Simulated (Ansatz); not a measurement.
# SnO: the cost of one run

Computed with Ansatz 0.2.0 (DFT PBE+D3(BJ), scalar-relativistic, plane waves, PAW, unless a step's input says otherwise).

8 further runs of the same task are left out: 1 that didn't finish, 7 set aside as unsound or not needed.

## (1) The system as given

The structure is tetragonal, space group P4/nmm (No. 129). Conventional cell: a = 3.836 Å, b = 3.836 Å, c = 4.758 Å, α = 90.00°, β = 90.00°, γ = 90.00°. Sn (site symmetry 4mm) has 4 O at 2.24 Å as nearest neighbours. O (site symmetry -4m2) is surrounded by 4 Sn at 2.24 Å.

As a file:

```cif
data_structure
_symmetry_space_group_name_H-M 'P4/nmm:1'
_symmetry_Int_Tables_number 129
_cell_length_a 3.8358
_cell_length_b 3.8358
_cell_length_c 4.7578
_cell_angle_alpha 90.000
_cell_angle_beta 90.000
_cell_angle_gamma 90.000
_cell_volume 70.00
loop_
_atom_site_label
_atom_site_type_symbol
_atom_site_symmetry_multiplicity
_atom_site_Wyckoff_symbol
_atom_site_fract_x
_atom_site_fract_y
_atom_site_fract_z
_atom_site_occupancy
Sn1 Sn 2 c 0.50000 0.00000 0.74351 1
O1 O 2 b 0.50000 0.50000 0.50000 1
```

It is the result of an earlier relaxation at this level (volume 17.50 Å³/atom; gap on the mesh: none (metal)).

## (3) Plan of the scan

Atoms count from 1 in the order of the input.

The upper layer of a bilayer is slid over the lower one; relaxed at each slide: nothing; the origin of the map has Sn5 above Sn4; the distance between the facing planes is held at 3.80 Å.

The axes are (1) slide of the upper layer along the first cell vector, from Sn5 above Sn4: 8 values from 0.000 to 0.875, periodic; (2) slide of the upper layer along the second cell vector, from Sn5 above Sn4: 8 values from 0.000 to 0.875, periodic.

Nothing else is relaxed. Points are written as (first, second).

The two vectors of the plane (Å): (3.820, 0.000, 0.000); (0.000, 3.820, 0.000).

(The set-up runs are not shown.)

## (4) Grid point (0/8, 0/8) of the map's two axes

The input, input.yaml:

```yaml
crystal:
  lattice:
    - [3.8201528543, 0.0002954551, 0.0]
    - [-0.0003145191, 3.8201528528, 0.0]
    - [0.0, 0.0, 22.226074346]
  atoms:
    - { symbol: Sn, position: [0.9999452911, 0.9999452911, 0.2024649036] }
    - { symbol: O, position: [0.9999461074, 0.4999461074, 0.2556240251] }
    - { symbol: O, position: [0.4999461074, 0.9999461074, 0.2556240251] }
    - { symbol: Sn, position: [0.4999452911, 0.4999452911, 0.3087831466] }
    - { symbol: Sn, position: [0.4999452911, 0.4999452911, 0.4797535096] }
    - { symbol: O, position: [0.4999461074, -5.38926e-05, 0.5329126311] }
    - { symbol: O, position: [-5.38926e-05, 0.4999461074, 0.5329126311] }
    - { symbol: Sn, position: [-5.47089e-05, -5.47089e-05, 0.5860717526] }
basis:
  ecutwfc: 420
kpoints:
  mp_grid: { grid: [7, 7, 1] }
hamiltonian:
  xc: pbe
  pseudopotentials: { kind: paw, azcp: { folder: soft_1 } }
  dispersion: d3bj
scf:
  occupations: { method: gaussian, width: 0.05 }
output:
  forces: true
  eigenvalues: true
efield:
  axis: 3
  dipole_correction: true
  ramp_width: 0.04
```

Launch:

```
$ ansatz run input.yaml --threads 2 --pin off --max-ram 6144MiB --backend cpu --events-out ev --progress --plain --runs-dir out
```

What time and memory should one allow on 2 threads of AMD EPYC 9R45 (Zen 5), shared host?

About 3 s, with a peak of 0.61 GiB.
